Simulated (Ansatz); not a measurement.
# From the elastic tensor of InP at 35 GPa (stress–strain coefficients) to moduli and sound speeds

Theory: DFT LDA, scalar-relativistic, plane waves, PAW (Ansatz). Plane waves to 420 eV; Γ-centred k mesh 10×10×10; fixed occupations. No spin polarisation.

The structure is cubic, space group F-43m (No. 216). The conventional cell has a = 5.329 Å, b = 5.329 Å, c = 5.329 Å, α = 90.00°, β = 90.00°, γ = 90.00°. In (site symmetry -43m) has 4 P at 2.31 Å as nearest neighbours. Around P (site symmetry -43m) lie 4 In at 2.31 Å.

The real crystal has changed phase below this pressure.

Relaxed-ion constants (GPa, on the Cartesian axes of the calculation):
C11 = 216.5, C12 = 203.0, C13 = 203.0, C22 = 216.5, C23 = 203.0, C33 = 216.5, C44 = 21.6, C55 = 21.6, C66 = 21.6 GPa; the others vanish.

Density 6.401 g/cm³; 2 atoms in 37.82 Å³.

The values that follow are for a polycrystal of randomly turned grains, by Hill's mean where one number stands. In a crystal this anisotropic the Voigt and Reuss bounds lie far apart, so Hill's mean and the sound speeds and Debye temperature from it are rough.

With S = C⁻¹: B_V = (C11+C22+C33+2(C12+C13+C23))/9, G_V = (C11+C22+C33−C12−C13−C23+3(C44+C55+C66))/15, 1/B_R = S11+S22+S33+2(S12+S13+S23), 15/G_R = 4(S11+S22+S33−S12−S13−S23)+3(S44+S55+S66); Hill is their mean. Then v_l = √((B+4G/3)/ρ), v_t = √(G/ρ), v_m = [(2/v_t³+1/v_l³)/3]^(−1/3) and Θ = (ħ/k_B)·v_m·(6π²n/V)^(1/3) for n atoms in the volume V; E = 9BG/(3B+G), ν = (3B−2G)/(2(3B+G)) and A^U = 5G_V/G_R + B_V/B_R − 6.

- Bulk modulus, Voigt / Reuss / Hill: 207.5 / 207.5 / 207.5 GPa
- Shear modulus, Voigt / Reuss / Hill: 15.7 / 11.5 / 13.6 GPa
- Young's modulus: 40 GPa
- Poisson ratio: 0.468
- Pugh ratio B/G: 15.27
- Universal anisotropy index: 1.80
- Longitudinal and transverse sound speeds: 5937 and 1457 m/s
- Debye temperature from the mean sound speed: 186 K

Cost: 1 run of about 0.97 core-minutes, on Intel Xeon Platinum 8488C (Sapphire Rapids) (shared hosts).

Compressed zinc-blende InP strongly resists a change of volume but hardly resists shear: the bulk modulus is 207.5 GPa, while C44 is only 21.6 GPa. The softest shear is the tetragonal one, governed by the small difference between C11 and C12. In an open tetrahedral network, compression stiffens bond stretching, whereas shear can proceed largely by bending bond angles. The directional sp³ bonds supply the restoring force for this bending, and under pressure it is increasingly offset by the drive towards denser packing.

The cubic stability conditions for stress–strain coefficients are still met, so the lattice withstands small homogeneous strains, though with little margin against tetragonal shear. This is compatible with the known transformation, since a first-order transition can precede elastic instability. The large Pugh ratio probably reflects this shear softness rather than metal-like ductility. Stability against short-wavelength phonons, notably the transverse acoustic modes at the zone boundary, doesn't follow from the elastic tensor.
